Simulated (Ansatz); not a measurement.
# The 3-layer 2H-MoS2 (2H stacking) between two gates, part 2 of 3

Aim: screening and gap of the neutral 3-layer 2H-MoS2 (2H stacking) between oppositely charged gates.

Ansatz 0.2.0; plane-wave DFT, PBE-D3(BJ), Ansatz PAW (set soft_1); PAW set soft_1 (the session's first sound run).

So far. Step 2 (Relaxation): The lattice constant a goes from 3.180 to 3.151 Å.

## Step 3: Gated layer, displacement field 0

The slab is cut off from its images along the normal. Two sheets of opposite charge stand for the gates, so the stack stays neutral in a displacement field; barriers ahead of the sheets keep electrons from leaking to them. The uncharged case sets the zero.

The cell differs from the one that the last finished run ended in (c 62.588 → 61.046 Å).

File input.yaml:

```yaml
crystal:
  lattice:
    - [3.1510324836, 0.0, 0.0]
    - [-1.5755162418, 2.7288741789, 0.0]
    - [0.0, 0.0, 61.0457126561]
  atoms:
    - { symbol: S, position: [0.3333333333, 0.6666666667, 0.3751287192] }
    - { symbol: Mo, position: [0.0, 0.0, 0.4008105557] }
    - { symbol: S, position: [0.3333333333, 0.6666666667, 0.4264644501] }
    - { symbol: S, position: [0.0, 0.0, 0.4743582032] }
    - { symbol: Mo, position: [0.3333333333, 0.6666666667, 0.5] }
    - { symbol: S, position: [0.0, 0.0, 0.5256417968] }
    - { symbol: S, position: [0.3333333333, 0.6666666667, 0.5735355499] }
    - { symbol: Mo, position: [0.0, 0.0, 0.5991894443] }
    - { symbol: S, position: [0.3333333333, 0.6666666667, 0.6248712808] }
  periodic: [true, true, false]
  symmetry: { detect: true }
kpoints:
  mp_grid: { grid: [30, 30, 1] }
  band_path:
    path: [[0, 0, 0], [0.5, 0, 0], [0.33333333, 0.33333333, 0], [0, 0, 0]]
    npoints: 16
hamiltonian:
  xc: pbe
  dispersion: d3bj
  pseudopotentials: { kind: paw, azcp: { folder: soft_1 } }
scf:
  occupations: { method: fermi_dirac, width: 0.02585 }
  convergence: { dr2_threshold: 1.0e-10 }
output:
  forces: true
  eigenvalues: true
  dos: { projected: true, e_range: [-3, 3], de: 0.01 }
  write_potential: true
  write_density: true
  volumetric_format: npy
  elf: true
external_charges:
  - { charge: 0, barrier: 10, axis: 3, height: 41.646, sigma: 0.25 }
  - { charge: 0, barrier: 10, axis: 3, height: 19.4, sigma: 0.25 }
```

Started as:

```console
> ansatz run input.yaml --threads 4 --pin off --max-ram 8192MiB --backend cpu --events-out ev --progress --plain --runs-dir out
```

Numbers of over 12 decimals in the logs are rounded to 6 here.

The program printed:

```text
[...]
Crystal: 9 atoms, lattice volume = 524.918 Å³
Basis set: ecut = 420 eV, 10141 PW (Γ), exchange–correlation on 48×48×864 points (8 copies of the dense FFT grid, shifted against one another)
Bands: 48, of which v1, the nominal top of the filled ones, is band 39 counted from 1 (38 counted from 0)
Symmetry: 6 space group operations
k-points: 91 of 900 (time reversal used)
[...]
SCF iter   1: F=—  HF=-20296.199714 eV  |F-HF|=—  |Δ(HF+E_count)|=         —  Δρ=4.84e-2  dr2=1.88e1  ethr=3.10e-3  ⟨swp⟩=18.5  Hψ=36472  notcnv=0
[...]
SCF iter  18: F=-20291.946951 eV  HF=-20291.946951 eV  |F-HF|=5.24e-10  |Δ(HF+E_count)|=  9.82e-11  Δρ=7.21e-8  dr2=7.86e-11  ethr=1.00e-12  ⟨swp⟩=10.2  Hψ=34693  notcnv=0
SCF 1 converged in 18 iterations: F = -20291.946951 eV  dr2 = 7.86e-11
[...]
NSCF: frozen V_eff on 49 k-points
[...]
SCF converged after 18 iterations
Free energy (F): -20291.946951 eV
[...]
Internal energy: -20291.946951 eV  (E = F + TS)
E sigma→0 (E₀):  -20291.946951 eV
Fermi energy:    -4.802744 eV
[...]
--- Forces (eV/Å), atoms and charges each counted from 1 ---
  atom   1  S      0.00000000    -0.00000000     0.00150493
  atom   2  Mo    -0.00000000     0.00000000     0.00008307
  atom   3  S      0.00000000    -0.00000000     0.00367370
  atom   4  S      0.00000000     0.00000000    -0.00336024
  atom   5  Mo    -0.00000000     0.00000000    -0.00000013
  atom   6  S      0.00000000     0.00000000     0.00336023
  atom   7  S      0.00000000    -0.00000000    -0.00367473
  atom   8  Mo     0.00000000    -0.00000000    -0.00008201
  atom   9  S      0.00000000    -0.00000000    -0.00150133
  external charge   1     0.00000000     0.00000000     0.00416509
  external charge   2     0.00000000     0.00000000    -0.00416869
  max |Σ_I F_I| component, the external charges' with the atoms': 1.25e-7 eV/Å
--- Band table (eV; the first three rows and the last of 91) ---
  k-point 0: bands = [... 35 lower, -6.9318, -6.2432, -5.6089, -5.2792, -3.0922, -3.0922, -3.0721, -3.0721, ... 5 higher]
  k-point 1: bands = [... 35 lower, -6.8544, -6.2423, -5.6218, -5.3090, -3.1127, -3.0947, -3.0833, -3.0655, ... 5 higher]
  k-point 2: bands = [... 35 lower, -6.7306, -6.2426, -5.6662, -5.4000, -3.1634, -3.1528, -3.1480, -3.0229, ... 5 higher]
  k-point 90: bands = [... 35 lower, -7.9860, -5.9865, -5.9119, -5.8444, -4.1236, -4.1134, -4.1124, -3.3173, ... 5 higher]
```

The job ended after 4.7 min (4 threads of Arm Neoverse N1, shared host; peak memory 2 GiB; 19 min of CPU time).

This step gave:

- gap on the k-mesh: 1.008 eV
- gap along the path: 1.008 eV
- smallest direct gap along the path: 1.721 eV
- gap, the smaller of path and mesh: 1.008 eV
- potential beyond the upper barrier and gate, less the barrier, from the Fermi level: 4.803 eV

Running mean over a fixed 2.7 Å (it still follows the layers) of the planar mean; beyond a gate it holds the 10 eV model barrier. The electron's electrostatic potential energy less the Fermi level by z:

z (Å), electron's electrostatic potential energy less the Fermi level (eV) and a bar from the least value:
```
      5.0       14.8 ##############################
      7.5       14.8 ##############################
     10.0       14.8 ##############################
     12.5       14.8 ##############################
     15.0       14.8 ##############################
     17.5       14.8 ##############################
     20.0        7.9 ######################
     22.5       -3.6 #########
     25.0      -11.9 
     27.5       -1.9 ###########
     30.0      -12.1 
     32.5       -3.9 #########
     35.0       -6.8 ######
     37.5      -11.3 #
     40.0        3.3 #################
     42.5       13.0 ############################
     45.0       14.8 ##############################
     47.5       14.8 ##############################
     50.0       14.8 ##############################
     52.5       14.8 ##############################
     55.0       14.8 ##############################
```

The density of states has structure finer than the step of the table below, so its rows give means over 0.1 eV, whole bins alone (the curve runs from -3 to 1.57 eV). Peaks (eV: height): -1.90: 19.1, -1.44: 9.82, 1.26: 18.1, 1.50: 16.6.

Density of states against energy, zero at the Fermi level of the run, which the smearing sets inside the gap; means over each step:

energy (eV), density of states (states/eV a cell) and a bar:
```
     -2.9       11.0 #######################
     -2.8        9.5 ####################
     -2.7        7.5 ################
     -2.6        7.3 ###############
     -2.5        7.1 ###############
     -2.4        7.4 ###############
     -2.3        6.4 #############
     -2.2        5.8 ############
     -2.1        4.5 #########
     -2.0        5.7 ############
     -1.9       13.0 ###########################
     -1.8       10.7 ######################
     -1.7        7.8 ################
     -1.6        6.9 ##############
     -1.5        6.4 #############
     -1.4        4.9 ##########
     -1.3        3.0 ######
     -1.2        2.2 ####
     -1.1        1.3 ###
     -1.0        0.7 #
     -0.9        0.7 ##
     -0.8        0.5 #
     -0.7        0.3 #
     -0.6        0.3 #
     -0.5        0.2 
     -0.4        0.0 
     -0.3        0.0 
     -0.2        0.0 
     -0.1        0.0 
      0.0        0.0 
      0.1        0.0 
      0.2        0.0 
      0.3        0.0 
      0.4        0.0 
      0.5        0.3 #
      0.6        1.6 ###
      0.7        2.5 #####
      0.8        4.4 #########
      0.9        6.9 ##############
      1.0        6.5 #############
      1.1        9.2 ###################
      1.2       14.4 ##############################
      1.3       13.7 #############################
      1.4       10.9 #######################
      1.5       13.3 ############################
```

Projected DOS per atom over height of the atomic layer and energy from the Fermi level. Layers: S Mo S S Mo S S Mo S from below.

Ten even steps from '_' (0.00 states/eV) to '@' (3.21 states/eV), each cell a mean:
```
--%%::::**::::%%--
::@@..::@@::..@@::
..**..__==__..**..
__--..__==__..--__
__..____..____..__
__________________
__________________
__________________
__________________
__________________
__________________
__________________
__________________
__..____..____..__
__--____--____--__
..==....==....==..
::##..::**::..##::
..................
::__::::..::::__::
::..::--..--::..::
--..::::..::::..--
==--==--::--==--==
```
Columns: height of the atomic layer (Å) from 22.9 to 38.1 (not evenly spaced); rows upwards: energy from the Fermi level (eV) from -2.98 to 1.57.

Electronic bands along the path, in eV, zero at the Fermi level of the run, which the smearing sets inside the gap:

```csv
point,band 36,band 37,band 38,band 39,band 40,band 41,band 42,band 43
Γ,-2.13,-1.44,-0.81,-0.48,1.71,1.71,1.73,1.73
halfway,-2.18,-1.91,-1.83,-1.82,0.87,1.12,1.21,1.31
M,-1.93,-1.82,-1.76,-1.72,1.24,1.26,1.28,1.65
halfway,-2.84,-1.49,-1.40,-1.34,1.09,1.14,1.18,1.93
K,-3.18,-1.18,-1.11,-1.04,0.68,0.69,0.69,1.49
halfway,-2.08,-1.92,-1.90,-1.90,0.53,0.81,1.11,1.35
Γ,-2.13,-1.44,-0.81,-0.48,1.71,1.71,1.73,1.73
```

Valence density in the ca plane at fractional y = 0.667, with atoms of S and Mo within 0.2 Å of it. It is the smooth field of the valence electrons, not physical close to the nuclei.

Ten steps, logarithmic in the rise over the least value, from '0' (0.0 e/Å³) to '9' (6.8 e/Å³), each cell a mean:
```
00000000000000000012333455433221112344443333
00000000000000000012233455433221112344433333
00000000000000000124444444444432111334444544
00000000000000001345555433456554211223457875
00000000000000001355455433465565311122479997
00000000000000001455455433465465311122479997
00000000000000001355665433456654211123468886
00000000000000000134444444444442111234445554
```
Columns run along c (16.0 Å, from fractional 0.26 to 0.52 of the cell), rows up along a (3.2 Å). Atoms in or near the plane, at fractional coordinates: S at (0.38, 0.33), S at (0.43, 0.33), Mo at (0.50, 0.33).

Electrostatic potential energy in the ca plane at fractional y = 0.667, with atoms of S and Mo within 0.2 Å of it. With pseudopotentials it is smooth inside the atoms' cores, unlike the true potential.

Ten even steps from '0' (-52 eV) to '9' (10 eV), each cell a mean:
```
99999999999888888887776544677778887766677777
99999999999888888887776544677788887766677777
99999999999888888877667656676677888777765556
99999999999888888763136777652247788877641014
99999999999888888740103677621115788887610001
99999999999888888730103677611115788887610001
99999999999888888752125777641136788877630003
99999999999888888876666666666677888777765456
```
Columns run along c (16.0 Å, from fractional 0.26 to 0.52 of the cell; values clipped at the 3rd and 97th percentile), rows up along a (3.2 Å). Atoms in or near the plane, at fractional coordinates: S at (0.38, 0.33), S at (0.43, 0.33), Mo at (0.50, 0.33).

ELF in the ca plane at fractional y = 0.667, with atoms of S and Mo within 0.2 Å of it. It is the smooth field of the valence electrons, not physical close to the nuclei.

Ten even steps from '0' (0.00) to '9' (0.93), each cell a mean:
```
00000000000000000112331233123321015788753235
00000000000000000012221233112210015788753235
00000000000000013567774222257775103677632223
00000000000000147998787422588799500234336763
00000000000001368995137523662179810012257676
00000000000001369995027523661179810012267576
00000000000000257998678422687799600234236763
00000000000000013678875222368876202567532322
```
Columns run along c (16.0 Å, from fractional 0.26 to 0.52 of the cell), rows up along a (3.2 Å). Atoms in or near the plane, at fractional coordinates: S at (0.38, 0.33), S at (0.43, 0.33), Mo at (0.50, 0.33).

The gap, the smaller of path and mesh, is 1.008 eV.

## Step 4: Gated layer, displacement field 0.905 V/nm

input.yaml: that of step 3 with these lines changed.

```diff
@@ -32,3 +32,2 @@
   eigenvalues: true
-  dos: { projected: true, e_range: [-3, 3], de: 0.01 }
   write_potential: true
@@ -36,5 +35,6 @@
   volumetric_format: npy
-  elf: true
 external_charges:
   - { charge: 0, barrier: 10, axis: 3, height: 41.646, sigma: 0.25 }
+  - { charge: -0.004299, axis: 3, height: 43.146, sigma: 0.5 }
   - { charge: 0, barrier: 10, axis: 3, height: 19.4, sigma: 0.25 }
+  - { charge: 0.004299, axis: 3, height: 17.9, sigma: 0.5 }
```

The program printed:

```text
[...]
Crystal: 9 atoms, lattice volume = 524.918 Å³
Basis set: ecut = 420 eV, 10141 PW (Γ), exchange–correlation on 48×48×864 points (8 copies of the dense FFT grid, shifted against one another)
Bands: 48, of which v1, the nominal top of the filled ones, is band 39 counted from 1 (38 counted from 0)
Symmetry: 6 space group operations
k-points: 91 of 900 (time reversal used)
[...]
SCF iter   1: F=—  HF=-20296.198340 eV  |F-HF|=—  |Δ(HF+E_count)|=         —  Δρ=4.84e-2  dr2=1.88e1  ethr=3.10e-3  ⟨swp⟩=18.4  Hψ=36571  notcnv=0
[...]
SCF iter  18: F=-20291.945160 eV  HF=-20291.945160 eV  |F-HF|=6.18e-11  |Δ(HF+E_count)|=  5.97e-10  Δρ=5.38e-8  dr2=2.18e-11  ethr=1.00e-12  ⟨swp⟩=27.4  Hψ=41385  notcnv=0
SCF 1 converged in 18 iterations: F = -20291.945160 eV  dr2 = 2.18e-11
[...]
SCF converged after 18 iterations
Free energy (F): -20291.945160 eV
[...]
Internal energy: -20291.945160 eV  (E = F + TS)
E sigma→0 (E₀):  -20291.945160 eV
Fermi energy:    -4.804734 eV
[...]
--- Forces (eV/Å), atoms and charges each counted from 1 ---
  atom   1  S      0.00000000    -0.00000000     0.00468872
  atom   2  Mo     0.00000000    -0.00000000    -0.00755113
  atom   3  S      0.00000000    -0.00000000     0.00831078
  atom   4  S      0.00000000     0.00000000     0.00107079
  atom   5  Mo     0.00000000     0.00000000    -0.00921131
  atom   6  S      0.00000000     0.00000000     0.00816761
  atom   7  S      0.00000000    -0.00000000     0.00059395
  atom   8  Mo     0.00000000    -0.00000000    -0.00766683
  atom   9  S      0.00000000    -0.00000000     0.00205070
  external charge   1     0.00000000     0.00000000     0.00394625
  external charge   2     0.00000000     0.00000000    -0.00019455
  external charge   3     0.00000000     0.00000000    -0.00440156
  external charge   4     0.00000000     0.00000000     0.00019435
  max |Σ_I F_I| component, the external charges' with the atoms': 2.23e-6 eV/Å
--- Band table (eV; the first three rows and the last of 91) ---
  k-point 0: bands = [... 35 lower, -6.9322, -6.2445, -5.6113, -5.2733, -3.1455, -3.1455, -3.0862, -3.0862, ... 5 higher]
  k-point 1: bands = [... 35 lower, -6.8536, -6.2431, -5.6244, -5.3028, -3.1696, -3.1167, -3.1085, -3.0576, ... 5 higher]
  k-point 2: bands = [... 35 lower, -6.7301, -6.2425, -5.6697, -5.3928, -3.2312, -3.1609, -3.0807, -3.0733, ... 5 higher]
  k-point 90: bands = [... 35 lower, -7.9552, -6.0171, -5.9199, -5.8069, -4.1908, -4.1240, -4.0357, -3.3247, ... 5 higher]
```

Wall time 4.2 min (4 threads); peak memory 1.9 GiB.

This step gave:

- gap on the k-mesh: 0.9920 eV
- gap along the path: 0.9920 eV
- smallest direct gap along the path: 1.616 eV
- gap, the smaller of path and mesh: 0.9920 eV
- potential beyond the upper barrier and gate, less the barrier, from the Fermi level: 5.247 eV

Electronic bands along the path, in eV, zero at the Fermi level of the run, which the smearing sets inside the gap:

```csv
point,band 36,band 37,band 38,band 39,band 40,band 41,band 42,band 43
Γ,-2.13,-1.44,-0.81,-0.47,1.66,1.66,1.72,1.72
halfway,-2.18,-1.94,-1.85,-1.76,0.86,1.12,1.19,1.30
M,-1.90,-1.85,-1.77,-1.67,1.18,1.25,1.34,1.63
halfway,-2.82,-1.52,-1.41,-1.30,1.05,1.14,1.23,1.89
K,-3.15,-1.21,-1.12,-1.00,0.61,0.68,0.77,1.48
halfway,-2.05,-1.98,-1.91,-1.82,0.52,0.81,1.12,1.33
Γ,-2.13,-1.44,-0.81,-0.47,1.66,1.66,1.72,1.72
```

The gap, the smaller of path and mesh, is 0.992 eV.

## Step 5: Gated layer, displacement field 1.81 V/nm

input.yaml: that of step 4 with these lines changed.

```diff
@@ -37,4 +37,4 @@
   - { charge: 0, barrier: 10, axis: 3, height: 41.646, sigma: 0.25 }
-  - { charge: -0.004299, axis: 3, height: 43.146, sigma: 0.5 }
+  - { charge: -0.008599, axis: 3, height: 43.146, sigma: 0.5 }
   - { charge: 0, barrier: 10, axis: 3, height: 19.4, sigma: 0.25 }
-  - { charge: 0.004299, axis: 3, height: 17.9, sigma: 0.5 }
+  - { charge: 0.008599, axis: 3, height: 17.9, sigma: 0.5 }
```

The program printed:

```text
[...]
Crystal: 9 atoms, lattice volume = 524.918 Å³
Basis set: ecut = 420 eV, 10141 PW (Γ), exchange–correlation on 48×48×864 points (8 copies of the dense FFT grid, shifted against one another)
Bands: 48, of which v1, the nominal top of the filled ones, is band 39 counted from 1 (38 counted from 0)
Symmetry: 6 space group operations
k-points: 91 of 900 (time reversal used)
[...]
--- Band table (eV; the first three rows and the last of 91) ---
  k-point 0: bands = [... 35 lower, -6.9335, -6.2481, -5.6177, -5.2563, -3.2225, -3.2225, -3.0919, -3.0919, ... 5 higher]
  k-point 1: bands = [... 35 lower, -6.8509, -6.2456, -5.6315, -5.2850, -3.2475, -3.1925, -3.1142, -3.0706, ... 5 higher]
  k-point 2: bands = [... 35 lower, -6.7284, -6.2418, -5.6788, -5.3725, -3.3110, -3.1701, -3.1482, -3.1175, ... 5 higher]
  k-point 90: bands = [... 35 lower, -7.8953, -6.0816, -5.9251, -5.7407, -4.2694, -4.1251, -3.9593, -3.3462, ... 5 higher]
[key lines of the parts left out:]
SCF converged after 18 iterations
Free energy (F): -20291.939786 eV
Fermi energy:    -4.810403 eV
```

The job ended after 4.3 min (4 threads; peak memory 1.9 GiB).

The electronic bands at the labelled points (eV, zero at the Fermi level of the run, which the smearing sets inside the gap):

```csv
point,band 36,band 37,band 38,band 39,band 40,band 41,band 42,band 43
Γ,-2.12,-1.44,-0.81,-0.45,1.59,1.59,1.72,1.72
halfway,-2.16,-1.99,-1.85,-1.69,0.83,1.13,1.13,1.30
M,-1.92,-1.83,-1.77,-1.59,1.11,1.26,1.42,1.58
halfway,-2.78,-1.57,-1.41,-1.23,0.99,1.14,1.31,1.84
K,-3.08,-1.27,-1.11,-0.93,0.54,0.69,0.85,1.46
halfway,-2.05,-1.98,-1.91,-1.74,0.50,0.82,1.14,1.27
Γ,-2.12,-1.44,-0.81,-0.45,1.59,1.59,1.72,1.72
```

The gap, the smaller of path and mesh, is 0.946 eV.

## Step 6: Gated layer, displacement field 2.71 V/nm

input.yaml: that of step 5 with these lines changed.

```diff
@@ -37,4 +37,4 @@
   - { charge: 0, barrier: 10, axis: 3, height: 41.646, sigma: 0.25 }
-  - { charge: -0.008599, axis: 3, height: 43.146, sigma: 0.5 }
+  - { charge: -0.012898, axis: 3, height: 43.146, sigma: 0.5 }
   - { charge: 0, barrier: 10, axis: 3, height: 19.4, sigma: 0.25 }
-  - { charge: 0.008599, axis: 3, height: 17.9, sigma: 0.5 }
+  - { charge: 0.012898, axis: 3, height: 17.9, sigma: 0.5 }
```

The program printed:

```text
[...]
Crystal: 9 atoms, lattice volume = 524.918 Å³
Basis set: ecut = 420 eV, 10141 PW (Γ), exchange–correlation on 48×48×864 points (8 copies of the dense FFT grid, shifted against one another)
Bands: 48, of which v1, the nominal top of the filled ones, is band 39 counted from 1 (38 counted from 0)
Symmetry: 6 space group operations
k-points: 91 of 900 (time reversal used)
[...]
--- Band table (eV; the first three rows and the last of 91) ---
  k-point 0: bands = [... 35 lower, -6.9359, -6.2536, -5.6266, -5.2300, -3.3012, -3.3012, -3.1116, -3.1116, ... 5 higher]
  k-point 1: bands = [... 35 lower, -6.8454, -6.2491, -5.6412, -5.2577, -3.3267, -3.2707, -3.1400, -3.1152, ... 5 higher]
  k-point 2: bands = [... 35 lower, -6.7252, -6.2402, -5.6908, -5.3420, -3.3917, -3.2369, -3.1870, -3.1628, ... 5 higher]
  k-point 90: bands = [... 35 lower, -7.8283, -6.1553, -5.9282, -5.6695, -4.3486, -4.1270, -3.8838, -3.3802, ... 5 higher]
[key lines of the parts left out:]
SCF converged after 19 iterations
Free energy (F): -20291.930833 eV
Fermi energy:    -4.819318 eV
```

Elapsed: 4.4 min, on 4 threads; peak memory 1.9 GiB; 18 min of CPU time.

The gap, the smaller of path and mesh, is 0.877 eV.

(Continued in part 3 of 3.)

[Logs are printed without paths, hosts, clocks, repeated set-up lines and the standing remarks that a program may print on its own settings, such as how far it seeks lower states.]

[Hosts, paths, dates, database ids (printed as entryN), source tags and the programs' standing remarks are cut or masked in the printed files.]

[Maps of the electrostatic potential energy from Ansatz leave out the sawtooth potential of an applied field or a dipole correction, so their vacuum need not be flat; planar profiles and work functions include it.]
